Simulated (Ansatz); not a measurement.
## Ir in Ansatz: the effect of functional

Crystal: Ir.

```
Ir
1.0
     0.00000    1.94081    1.94081
     1.94081    0.00000    1.94081
     1.94081    1.94081    0.00000
Ir
1
Direct
  0.00000 0.00000 0.00000
```

The cell isn't the ideal one: volume scaled by 1.04.

Alike in all runs:

| Item | Value |
| --- | --- |
| Program | Ansatz 0.2.0 |
| Task | single point |
| Potentials or basis | Ansatz PAW |
| k mesh | 12 × 12 × 12 |
| Occupations | fermi-dirac, width 0.05 eV |
| Spin | no spin polarisation |

```tsv
functional	cutoff	pressure (GPa)
LDA	420 eV (not typed: the program's choice for these potentials)	-19.8
r2SCAN	500 eV (not typed: the program's choice for these potentials)	-10.6
PBE	420 eV (not typed: the program's choice for these potentials)	?
```

Task: What does the run with functional PBE give?

Result: Pressure -3.3 GPa.

Caveats: the PAW data sets come from PBE, with cores solved anew for the run's functional, which leaves a small shift of forces and pressure (some runs).
